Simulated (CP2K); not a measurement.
CuO:

```
Cu O
1.0
     2.87950    0.00000    0.00000
     0.03907    2.87928    0.00000
     0.01750    0.01724    5.17634
Cu O
2 2
Direct
  0.00000 0.50000 0.00000
  0.50000 0.00000 0.50000
  0.99842 0.00167 0.74989
  0.00158 0.99833 0.25011
```

The cell comes from a database or a generator and needn't be the stable form of this composition.

| Property | Result |
| --- | --- |
| Program | CP2K 2026.2 |
| Task | relaxation of cell and atoms |
| Functional | PBE |
| Potentials or basis | POTENTIAL_UZH Cu GTH-PBE-q11, O GTH-PBE-q6; TZVP-MOLOPT-PBE-GTH basis |
| Density cutoff | 8163 eV |
| k mesh | 7 × 7 × 4 |
| Occupations | fermi-dirac, width 0.1 eV |
| Spin | no spin polarisation |

At the start: pressure 8.8 GPa; volume 10.73 Å³/atom.

**Question.** Where does the relaxation end?

**Answer.** Over 11 steps the energy falls by 17.3 meV/atom and the volume is 11.38 Å³/atom (+6.0 %); space group Cccm (No. 66, to 0.05 Å).

The path:
```tsv
step	energy change (eV)	largest force (eV/Å)	volume (Å³)
1	0.0000	0.0471	42.92
2	-0.0153	0.0425	43.21
3	-0.0678	0.0143	45.28
4	-0.0683	0.0109	45.47
5	-0.0684	0.0083	45.50
6	-0.0686	0.0043	45.57
7	-0.0688	0.0216	45.62
8	-0.0691	0.0390	45.61
9	-0.0693	0.0396	45.55
10	-0.0693	0.0281	45.50
11	-0.0693	0.0281	45.50
```

Final structure:
```yaml
crystal:
  lattice:
    - [2.96207, 0.00000, 0.00000]
    - [0.03365, 2.96231, 0.00000]
    - [0.01390, 0.01374, 5.18578]
  atoms:
    - { symbol: Cu, position: [0.00000, 0.50000, 0.00000] }
    - { symbol: Cu, position: [0.50000, 0.00000, 0.50000] }
    - { symbol: O, position: [0.99992, 0.00010, 0.74981] }
    - { symbol: O, position: [0.00008, 0.99991, 0.25019] }
```

Caveat: the basis of atomic orbitals isn't converged, which shifts pressures, moduli and gaps; the run has no spin polarisation, though such a crystal can be magnetic.
